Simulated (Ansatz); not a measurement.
NiO (P4_2/mmc)

Level of theory: DFT PBE, scalar-relativistic, plane waves, PAW in Ansatz 0.2.0.

Plane waves to 420 eV, a k mesh through Γ of 16×16×10 on the computed 4-atom cell and Gaussian smearing (0.10 eV); no spin polarisation.

The structure is relaxed at this level of theory with its symmetry kept, and needn't be the ground state of this composition.

```
Ni O
1.0
     2.83023    0.00000    0.00000
     0.00000    2.83023    0.00000
     0.00000    0.00000    5.00974
Ni O
2 2
Direct
  0.00000 0.50000 0.50000
  0.50000 0.00000 0.00000
  0.00000 0.00000 0.25000
  0.00000 0.00000 0.75000
```

Formation energy from the elements' standard states (uncorrected)?

-0.834 eV/atom.

Kohn–Sham band gap?

none (metal).

Density of states at the Fermi level?

1.1 states/eV per cell.

Orbital (Löwdin) character within 0.5 eV of the Fermi level?

Ni 3d 78 %, O 2p 15 %.

Bulk modulus?

178 GPa.

Its pressure derivative?

4.2.

Bader charge by site (e)?

Ni (2 in the cell) 0.96, O (2 in the cell) -0.96.

Spin polarisation was left out, and a magnetic state may lie lower.

The cell was found from a structure generator's guess, not taken from experiment. Löwdin shares on free-atom orbitals overweight diffuse shells.
